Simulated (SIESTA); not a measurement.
Write the native input for SIESTA 5.4.2 that does the following.

| Item | Value |
| --- | --- |
| Task | relaxation of cell and atoms |
| Functional | PBE |
| Potentials or basis | Ansatz NC with PseudoDojo 0.4 standard (PBE files) |
| Basis | DZP (energy shift 0.003 Ry; two zetas on semicore shells) |
| Grid cutoff | 800 Ry |
| Energy shift | 0.003 Ry |
| k mesh | 9 × 9 × 9 |
| Occupations | fermi-dirac, width 0.05 eV |
| Spin | no spin polarisation |
| optimiser | Broyden |
| force tolerance | 0.01 eV/Å |

The system is MgS (Niningerite).

```
S Mg
1.0
     0.00000    2.60165    2.60165
     2.60165    0.00000    2.60165
     2.60165    2.60165    0.00000
S Mg
1 1
Direct
  0.50000 0.50000 0.50000
  0.00000 0.00000 0.00000
```

The input as run:

MgS.fdf

```
SystemName                      Niningerite
SystemLabel                     MgS
NumberOfSpecies                 2
NumberOfAtoms                   2
%block ChemicalSpeciesLabel
  1  16 S
  2  12 Mg
%endblock ChemicalSpeciesLabel
%include structure.fdf

%block kgrid.MonkhorstPack
    9   0   0  0.0
    0   9   0  0.0
    0   0   9  0.0
%endblock kgrid.MonkhorstPack
XC.Functional                   GGA
XC.Authors                      PBE
PAO.BasisSize                   DZP
PAO.EnergyShift                 0.003 Ry
Mesh.Cutoff                     800 Ry
OccupationFunction              FD
ElectronicTemperature           0.05 eV
MaxSCFIterations                120
SCF.MustConverge                false
SCF.Mixer.Method                Pulay
SCF.Mixer.Weight                0.25
SCF.Mixer.History               8
SCF.DM.Tolerance                5.0e-05
SCF.H.Tolerance                 1.0e-03 eV
WriteForces                     true
Charge.Mulliken                 end
MD.TypeOfRun                    Broyden
MD.Steps                        40
MD.MaxForceTol                  0.01 eV/Ang
MD.MaxDispl                     0.1 Ang
WriteCoorStep                   true
AtomCoorFormatOut               Fractional
MD.VariableCell                 true
MD.MaxStressTol                 0.1 GPa
%block PAO.Basis
  Mg 4
  n=2 0 2
    2.604 0.000
  n=3 0 2
    8.245 0.000
  n=2 1 2
    2.943 0.000
  n=3 1 1
    8.245
%endblock PAO.Basis
```

structure.fdf

```
LatticeConstant                 1.0 Ang
%block LatticeVectors
     0.0000000000     2.6016500000     2.6016500000
     2.6016500000     0.0000000000     2.6016500000
     2.6016500000     2.6016500000     0.0000000000
%endblock LatticeVectors
AtomicCoordinatesFormat         Fractional
%block AtomicCoordinatesAndAtomicSpecies
     0.5000000000     0.5000000000     0.5000000000  1  S
     0.0000000000     0.0000000000     0.0000000000  2  Mg
%endblock AtomicCoordinatesAndAtomicSpecies
```

Potentials or basis: Ansatz NC with PseudoDojo 0.4 standard (PBE files), DZP (energy shift 0.003 Ry; two zetas on semicore shells).

Run with:

```sh
$ siesta < MgS.fdf > MgS.out 2>&1
```

It gave:

```json
{"Relaxed volume": "18.30 Å³/atom", "Relaxed cell": "a = 3.727 Å, b = 3.727 Å, c = 3.727 Å, α = 60.00°, β = 60.00°, γ = 60.00°", "Space group after relaxing (to 0.05 Å)": "Fm-3m (No. 225)", "Energy gained by relaxing": "7.5 meV/atom", "Ionic steps": "3", "Pressure after relaxing": "0.1 GPa", "Band gap on the k mesh": "2.77 eV, indirect (least direct gap 3.46 eV)"}
```

Caveat: an odd mesh through Γ misses points on the zone boundary, where band edges often lie; the basis of atomic orbitals isn't converged, which shifts pressures, moduli and gaps.

Wall time 83 s on 1 thread of Intel(R) Xeon(R) Platinum 8259CL CPU @ 2.50GHz (Skylake/Cascade Lake), with other jobs on the host, peak memory 0.31 GiB.
